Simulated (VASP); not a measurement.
Wanted: the native input for a VASP 6.6.1 run.

```yaml
Task: band structure
Functional: r2SCAN
Potentials_or_basis: VASP PAW PBE potentials, release 64 (Cd, Te)
Cutoff: 450 eV
k_mesh: 10 × 10 × 10
Occupations: gaussian, width 0.02 eV
Spin: no spin polarisation
Further_INCAR_settings: ALGO = Normal; EDIFF = 1e-06; NBANDS = 16
```

The structure of CdTe lies in POSCAR:

```
CdTe                                    
1.0
    0.0000000000      3.2801677657      3.2801677657
    3.2801677657      0.0000000000      3.2801677657
    3.2801677657      3.2801677657      0.0000000000
  Cd              Te            
     1     1
Direct
     0.0000000000000000    0.0000000000000000    0.0000000000000000
     0.7500000000000000    0.7500000000000000    0.7500000000000000
```

The cell is a database's computed one.

The input as run:

INCAR

```
SYSTEM = CdTe
ALGO = Normal ; EDIFF = 1E-6
ENCUT = 450 ; ISIF = 2
ISMEAR = 0 ; KPAR = 2
LASPH = .True. ; LCHARG = .False.
LMIXTAU = .True. ; LREAL = .False.
LWAVE = .False. ; METAGGA = R2SCAN
NBANDS = 16 ; NELM = 120
PREC = Accurate ; SIGMA = 0.02
```

KPOINTS

```
k-points
0
Gamma
  10 10 10
  0 0 0
```

KPOINTS_OPT

```
path GXWKGLUWLK,UX
15
line-mode
reciprocal
 0.0000000000  0.0000000000  0.0000000000  G
 0.5000000000  0.0000000000  0.5000000000  X

 0.5000000000  0.0000000000  0.5000000000  X
 0.5000000000  0.2500000000  0.7500000000  W

 0.5000000000  0.2500000000  0.7500000000  W
 0.3750000000  0.3750000000  0.7500000000  K

 0.3750000000  0.3750000000  0.7500000000  K
 0.0000000000  0.0000000000  0.0000000000  G

 0.0000000000  0.0000000000  0.0000000000  G
 0.5000000000  0.5000000000  0.5000000000  L

 0.5000000000  0.5000000000  0.5000000000  L
 0.6250000000  0.2500000000  0.6250000000  U

 0.6250000000  0.2500000000  0.6250000000  U
 0.5000000000  0.2500000000  0.7500000000  W

 0.5000000000  0.2500000000  0.7500000000  W
 0.5000000000  0.5000000000  0.5000000000  L

 0.5000000000  0.5000000000  0.5000000000  L
 0.3750000000  0.3750000000  0.7500000000  K

 0.6250000000  0.2500000000  0.6250000000  U
 0.5000000000  0.0000000000  0.5000000000  X
```

Potentials or basis: VASP PAW PBE potentials, release 64 (Cd, Te).

Run with:

```sh
$ cat potpaw_PBE.64/Cd/POTCAR potpaw_PBE.64/Te/POTCAR > POTCAR
$ mpirun -np 2 vasp_std > vasp.out
```

It gave:

The pressure is 0.0 GPa. The band gap on the k mesh is 1.15 eV, direct. The band gap along the path is 1.15 eV, direct.

Caveat: the PAW data sets were made with another functional, which shifts forces and pressure a little; spin-orbit coupling is left out, which moves the levels of the heavy elements.

Wall time 120 s on 2 MPI ranks on Intel(R) Xeon(R) Platinum 8488C (Sapphire Rapids), with other jobs on the host, peak memory 0.22 GiB a rank.
